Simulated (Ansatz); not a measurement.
# HgTe (Coloradoite) (F-43m) in Ansatz: reference runs

Aim: a first look at HgTe (Coloradoite) with PBEsol, on the cell as given and on a disturbed one.

All numbers are computed with Ansatz 0.2.0; they aren't measurements. Logs are shortened: lines on timing, memory, paths and dates and some standing lists are left out, and cuts for length are marked.

## (1) The structure

It takes space group F-43m (No. 216, cubic). Conventional cell: a = 6.429 Å, b = 6.429 Å, c = 6.429 Å, α = 90.00°, β = 90.00°, γ = 90.00°. Around Hg (site symmetry -43m) lie 4 Te at 2.78 Å. Te (site symmetry -43m) is surrounded by 4 Hg at 2.78 Å.

## (2) Single point, PBEsol

Contents of input.yaml:

```yaml
crystal:
  lattice:
    - [0.0, 3.2145, 3.2145]
    - [3.2145, 0.0, 3.2145]
    - [3.2145, 3.2145, 0.0]
  atoms:
    - { symbol: Hg, position: [0.0, 0.0, 0.0] }
    - { symbol: Te, position: [0.75, 0.75, 0.75] }
kpoints:
  mp_grid: { grid: [7, 7, 7] }
scf:
  occupations: { method: fermi_dirac, width: 0.05 }
hamiltonian:
  xc: pbesol
  pseudopotentials: { kind: all_electron, lapw: { basis_error: 0.001 } }
output:
  forces: true
  stress: true
  eigenvalues: true
  populations: true
```

Potentials or basis: all-electron LAPW, scalar-relativistic.

Command:

```bash
ansatz run input.yaml --threads 1 --pin off --max-ram 3072MiB --backend cpu --events-out ev --progress --plain --runs-dir out
```

The log of the run:

```text
Warning: RAYON_NUM_THREADS=1 ignored (pool sized by the plan → 1); use --threads N
Hg: projections on atomic orbitals take those of the free atom 1s2 2s2 2p6 3s2 3p6 3d10 4s2 4p6 4d10 4f14 5s2 5p6 5d10 6s2, of charge +0.00 (hamiltonian.pseudopotentials.projection_atoms)
Te: projections on atomic orbitals take those of the free atom 1s2 2s2 2p6 3s2 3p6 3d10 4s2 4p6 4d10 5s2 5p4, of charge +0.00 (hamiltonian.pseudopotentials.projection_atoms)
LAPW: plane waves up to 8.293 Å⁻¹, error target 1.0e-3 eV per atom; small_component_spin mean_spin; Te in spheres of 1.373 Å, 24 of its electrons in bands, Dirac shells []; Hg in spheres of 1.410 Å, 44 of its electrons in bands, Dirac shells [] (how accurate: hamiltonian.pseudopotentials.lapw.basis_error, Limitations)
Engine: ansatz 0.2.0, aarch64-unknown-linux-gnu
Pseudopotentials: kind: all_electron
Pseudopotential: Hg, LAPW, valence charge 44, lapw/all_electron/scalar/gaussian/Hg, Koelling and Harmon's equation, gaussian nucleus
Pseudopotential: Te, LAPW, valence charge 24, lapw/all_electron/scalar/gaussian/Te, Koelling and Harmon's equation, gaussian nucleus
Functional definition: PBEsol
  exchange = pbesol_x
  correlation = pbesol_c
Crystal: 2 atoms, lattice volume = 66.431 Å³
Basis set: ecut = 262.0461301894825 eV, 645 PW (Γ), exchange–correlation at level 2
Bands: 41, of which v1, the nominal top of the filled ones, is band 34 counted from 1 (33 counted from 0)
Symmetry: 24 space group operations
Space group: F-43m (ITA 216), of the structure as read, at distance tolerance 4.1e-5 Å
k-points: 20 of 343 (time reversal used)
Non-local potential: Hg, projectors of the file, none
Non-local potential: Te, projectors of the file, none
Initial density: superposition of atomic densities (chi_scale 0.1, normalization cell, long waves kept (reshape's long-wave potential 0.00 eV rms))
Initial wavefunctions: plane waves of lowest kinetic energy (no species holds an atomic orbital)
Functional: x = pbesol(κ = 0.804, μ = 0.12345679012345678), c = pbesol(β = 0.046)
iter 1 solved again at ethr=5.87e-4 eV; its pass at ethr=1.00e-1 eV (dr2=3.99e-1 eV) is discarded
SCF iter   1: F=—  HF=-718490.879332 eV  |F-HF|=—  |Δ(HF+E_count)|=         —  Δρ=1.87e-2  dr2=4.00e-1  ethr=5.87e-4  ⟨swp⟩=2.4  Hψ=5115  notcnv=0
preconditioner: auto → none  [insulator: Δε(μ)=0.789 eV  Ē_g=12.249 eV  σ=0.050 eV  W_gap=0.69  n_scr=14 (ndim 8)  ℏωp=19.3 eV  f_vac=0.324  D(μ)=0.08/eV (n_scr^D=0)  ε∞_Penn≈3.5]
iter 2 solved again at ethr=4.30e-5 eV; its pass at ethr=5.87e-4 eV (dr2=2.92e-2 eV) is discarded
SCF iter   2: F=—  HF=-718490.688588 eV  |F-HF|=—  |Δ(HF+E_count)|=   1.91e-1  Δρ=6.11e-3  dr2=2.93e-2  ethr=4.30e-5  ⟨swp⟩=2.0  Hψ=4215  notcnv=0
SCF iter   3: F=—  HF=-718490.648769 eV  |F-HF|=—  |Δ(HF+E_count)|=   3.98e-2  Δρ=3.67e-3  dr2=6.85e-3  ethr=4.30e-5  ⟨swp⟩=2.0  Hψ=2512  notcnv=0
SCF iter   4: F=—  HF=-718490.647502 eV  |F-HF|=—  |Δ(HF+E_count)|=         —  Δρ=8.65e-4  dr2=3.65e-4  ethr=1.01e-5  ⟨swp⟩=2.0  Hψ=2381  notcnv=0
the basis was enlarged: its passes take 45.3 KiB over the memory plan, 1 of 1 planned eigensolver slots
SCF iter   5: F=—  HF=-718490.647438 eV  |F-HF|=—  |Δ(HF+E_count)|=   6.46e-5  Δρ=1.11e-4  dr2=4.91e-6  ethr=5.37e-7  ⟨swp⟩=2.0  Hψ=2381  notcnv=0
SCF iter   6: F=—  HF=-718490.647441 eV  |F-HF|=—  |Δ(HF+E_count)|=   3.84e-6  Δρ=1.98e-5  dr2=2.39e-7  ethr=7.22e-9  ⟨swp⟩=2.8  Hψ=2404  notcnv=0
SCF iter   7: F=-718490.647442 eV  HF=-718490.647442 eV  |F-HF|=2.72e-8  |Δ(HF+E_count)|=   1.88e-7  Δρ=5.04e-6  dr2=1.29e-8  ethr=3.51e-10  ⟨swp⟩=3.0  Hψ=2465  notcnv=0
SCF 1 converged in 7 iterations: F = -718490.647442 eV  dr2 = 1.29e-8
SCF converged after 7 iterations
Free energy (F): -718490.647442 eV
Harris-Foulkes:  -718490.647442 eV  (|F-HF|=2.72e-8)
Internal energy: -718490.646758 eV  (E = F + TS)
E sigma→0 (E₀):  -718490.647100 eV
Entropy (-TS):   -0.000684 eV (-0.342 meV/atom)
Fermi energy:    11.034264 eV
--- Per-component energies (eV) ---
  E_band       = -6066.683544
  E_kinetic    = 805664.507001
  E_xc         = -14701.043544
  E_electrostatic = -1509454.110214  (all electrons and nuclei)
  E_smearing   = -0.000684  (= −TS)
  E_closure    = 0.000000  (closes the sum)
  E_atoms      = -718486.292521  (free atoms, spherical and without spin; not in F)
  Σ components = -718490.647442   (vs F -718490.647442, Δ=0.00e0)
  Basis errors (estimates in eV, not in F): energy 4.3e-4 per atom: plane waves 4.0e-4 (2.3e-4 summed), levels above the bands 1.6e-81, relativity 1.9e-8, radial functions 3.5e-5, core shells 1.4e-8; eigenvalues (radial functions only) 8.8e-7; not estimated: angular momenta, meshes, grids; target (lapw.basis_error) 1.0e-3; muffin-tin radii Te 1.373 Å, Hg 1.410 Å
--- Forces (eV/Å), atoms counted from 1 ---
  atom   1  Hg     0.00000000    -0.00000000    -0.00000000
  atom   2  Te    -0.00000000     0.00000000    -0.00000000
  max |Σ_I F_I| component: 2.08e-17 eV/Å
--- Stress (GPa, compression-positive) ---
        1.773504      -0.000000      -0.000000
       -0.000000       1.773504       0.000000
       -0.000000       0.000000       1.773504
  P = ⅓ Tr σ = 1.7735 GPa (17.735 kbar)
--- Band table (eV; the first three rows and the last of 20) ---
  k-point 0: bands = ["-334.0690", "-334.0690", "-334.0671", "-334.0671", "-334.0671", "-148.1828", "-104.0279", "-98.2864", "-98.2864", "-98.2864", "-81.9891", "-81.9891", "-81.9891", "-81.9880", "-81.9880", "-81.9880", "-81.9868", "-52.4294", "-52.4294", "-52.4294", "-25.7338", "-25.7338", "-25.7338", "-25.7245", "-25.7245", "-1.1483", "3.5534", "3.5534", "3.5534", "4.1083", "4.1083", "10.2317", "10.9940", "10.9940", "10.9940", "15.1630", "15.1630", "15.1630", "17.2842", "20.7062", "20.7062"]
  k-point 1: bands = ["-334.0690", "-334.0690", "-334.0671", "-334.0671", "-334.0671", "-148.1828", "-104.0279", "-98.2864", "-98.2864", "-98.2864", "-81.9891", "-81.9891", "-81.9891", "-81.9880", "-81.9880", "-81.9880", "-81.9868", "-52.4294", "-52.4294", "-52.4294", "-25.7339", "-25.7337", "-25.7337", "-25.7244", "-25.7244", "-1.0446", "3.5821", "3.5821", "3.5904", "4.1055", "4.1055", "8.8873", "10.7615", "10.7615", "11.7055", "15.0979", "15.4643", "15.4643", "18.4336", "19.6376", "19.6376"]
  k-point 2: bands = ["-334.0690", "-334.0690", "-334.0671", "-334.0671", "-334.0671", "-148.1828", "-104.0279", "-98.2864", "-98.2864", "-98.2864", "-81.9891", "-81.9891", "-81.9891", "-81.9880", "-81.9880", "-81.9880", "-81.9868", "-52.4295", "-52.4294", "-52.4294", "-25.7341", "-25.7336", "-25.7336", "-25.7243", "-25.7243", "-0.7972", "3.6402", "3.6402", "3.7766", "4.1094", "4.1094", "7.1236", "10.3179", "10.3179", "11.7915", "15.8914", "15.8914", "16.2025", "18.4930", "19.5981", "19.5981"]
  k-point 19: bands = ["-334.0690", "-334.0690", "-334.0671", "-334.0671", "-334.0671", "-148.1828", "-104.0279", "-98.2864", "-98.2864", "-98.2864", "-81.9891", "-81.9891", "-81.9891", "-81.9880", "-81.9880", "-81.9880", "-81.9868", "-52.4295", "-52.4295", "-52.4294", "-25.7342", "-25.7338", "-25.7333", "-25.7244", "-25.7241", "-0.3585", "3.7665", "3.8274", "4.0360", "4.0931", "4.6811", "5.4178", "8.0133", "8.7560", "13.8087", "15.3463", "16.5955", "17.4823", "19.6650", "21.0981", "22.8452"]
--- Löwdin populations: 2 sites ---
  site symbol       q [e]
     0     Hg     79.0069
     1     Te     52.7484
  spilling = 0.001854 (of n_electrons = 132.000000)
```

Wall time 18 s (1 thread of Arm Neoverse V2, shared host); peak memory 0.32 GiB.

Results:

```
Free energy            : -718490.6474 eV
Pressure               : 1.8 GPa
Band gap on the k mesh : none (metal or under the smearing width)
Loewdin charges        : Hg +0.99; Te -0.75 e
```

Levels at points of the mesh, in eV from the Fermi level:
```csv
k point,band 31,band 32,band 33,band 34,band 35,band 36,band 37,band 38
"(0.00, 0.00, 0.00)",-6.93,-0.80,-0.04,-0.04,-0.04,4.13,4.13,4.13
```

Caveat: the atomic charges don't sum to the cell's charge. The run has no spin-orbit coupling, so splittings on Hg, Te are missing.

## (3) Single point, PBEsol (atoms moved at random, drawn with an rms of 0.05 Å)

Changes to input.yaml since step 2:

```diff
@@ -6,4 +6,4 @@
   atoms:
-    - { symbol: Hg, position: [0.0, 0.0, 0.0] }
-    - { symbol: Te, position: [0.75, 0.75, 0.75] }
+    - { symbol: Hg, position: [-0.002633, 0.003147, -0.004418] }
+    - { symbol: Te, position: [0.748726, 0.752263, 0.749208] }
 kpoints:
```

Potentials or basis: all-electron LAPW, scalar-relativistic.

Command:

```bash
ansatz run input.yaml --threads 1 --pin off --max-ram 3072MiB --backend cpu --events-out ev --progress --plain --runs-dir out
```

It took 2.3 min on 1 thread of Arm Neoverse V2, shared host; peak memory 0.81 GiB.

Results (log left out):

* Free energy: -718490.6468 eV
* Pressure: 1.8 GPa
* Largest force: 0.075 eV/Å
* Band gap on the k mesh: none (metal or under the smearing width)
* Loewdin charges: Hg +0.99; Te -0.75 e

Forces on the atoms (eV/Å):
```
Hg   0.036  0.065  0.008
Te  -0.036 -0.065 -0.008
```

Stress tensor (GPa, compression positive):
```
1.78 0.03 0.24
0.03 1.78 0.13
0.24 0.13 1.78
```

Levels at points of the mesh, in eV from the Fermi level:
```
           k point  band 31  band 32  band 33  band 34  band 35  band 36  band 37  band 38
(0.00, 0.00, 0.00)    -6.93    -0.80    -0.05    -0.04    -0.03     4.12     4.13     4.14
```

Caveat: the atomic charges don't sum to the cell's charge.
